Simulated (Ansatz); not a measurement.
Vibrational response of CuNi$_{4}$

All numbers below come from DFT PBE, scalar-relativistic, plane waves, PAW (Ansatz 0.2.0). Plane waves to 420 eV; Γ-centred k mesh 12×12×12; Fermi-Dirac smearing of 0.15 eV. No spin polarisation. Phonons by linear response, acoustic sum rule imposed.

The cell, relaxed at this level:
```
CELL_PARAMETERS angstrom
-2.79839 2.79839 1.76834
2.79839 -2.79839 1.76834
2.79839 2.79839 -1.76834
ATOMIC_POSITIONS crystal
Cu 0.00000 0.00000 0.00000
Ni 0.40050 0.19824 0.59874
Ni 0.80176 0.40050 0.20226
Ni 0.19824 0.59950 0.79774
Ni 0.59950 0.80176 0.40126
```

The structure comes from a generated guess, relaxed at this level; another structure or a mixture of phases may lie lower. In a metal, frequencies depend on the k mesh and the smearing, soft modes most.

Question: Is this structure stable against zone-centre distortions?

Answer: Yes, at Γ: no optical mode is imaginary. Strains and other wave vectors aren't tested by this run.

Question: List the optical modes at Γ (i marks imaginary ones).

Answer:
```
frequency (cm⁻¹)  degeneracy
             183           2
             187           1
             196           1
             220           1
             222           2
             226           1
             249           1
             251           1
             257           2
```
